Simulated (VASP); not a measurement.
# CaF2 (Fluorite): relaxation of cell and atoms with PBEsol

The system is CaF2 (Fluorite).

```
CELL_PARAMETERS angstrom
0.00000 2.73100 2.73100
2.73100 0.00000 2.73100
2.73100 2.73100 0.00000
ATOMIC_POSITIONS crystal
Ca 0.00000 0.00000 0.00000
F 0.25000 0.25000 0.25000
F 0.75000 0.75000 0.75000
```

- Program: VASP 6.6.1
- Task: relaxation of cell and atoms
- Functional: PBEsol
- Potentials or basis: VASP PAW PBE potentials, release 64 (Ca_sv, F)
- Cutoff: 600 eV
- k mesh: 8 × 8 × 8
- Occupations: gaussian, width 0.03 eV
- Spin: no spin polarisation
- Further INCAR settings: ALGO = Normal; EDIFF = 1e-06; IBRION = 2; EDIFFG = -0.01; NSW = 90; ISIF = 3

* Relaxed volume: 13.30 Å³/atom
* Relaxed cell: a = 3.836 Å, b = 3.836 Å, c = 3.836 Å, α = 60.00°, β = 60.00°, γ = 60.00°
* Space group after relaxing (to 0.05 Å): Fm-3m (No. 225)
* Energy gained by relaxing: 1.5 meV/atom
* Ionic steps: 2
* Pressure after relaxing: 0.0 GPa
* Band gap on the k mesh: 7.21 eV, indirect (least direct gap 7.47 eV)

The path:
```csv
step,energy change (eV),largest force (eV/Å),pressure (GPa),volume (Å³)
1,0.0000,0.0000,-1.67,40.74
2,-0.0045,0.0000,0.00,39.91
```

Final structure:
```
CELL_PARAMETERS angstrom
0.00000 2.71232 2.71232
2.71232 0.00000 2.71232
2.71232 2.71232 0.00000
ATOMIC_POSITIONS crystal
Ca 0.00000 0.00000 0.00000
F 0.25000 0.25000 0.25000
F 0.75000 0.75000 0.75000
```

Levels at points of the mesh, in eV from the valence-band top:
```tsv
k point	band 8	band 9	band 10	band 11	band 12	band 13	band 14	band 15	band 16
(0.00, 0.00, 0.00)	-2.21	-2.21	-0.26	-0.26	-0.26	7.21	9.20	9.20	11.39
(0.50, 0.00, 0.00)	-1.59	-1.34	-1.28	-0.86	-0.86	9.44	9.44	9.84	10.64
(0.50, 0.50, 0.00)	-1.70	-1.70	-0.38	-0.38	0.00	8.07	9.59	10.18	11.00
```

It took 12 s on 2 MPI ranks on Intel(R) Xeon(R) Platinum 8488C (Sapphire Rapids) (shared host), peak memory 0.18 GiB a rank.

Caveat: the PAW data sets were made with another functional, which shifts forces and pressure a little. A k mesh can miss the band edges.
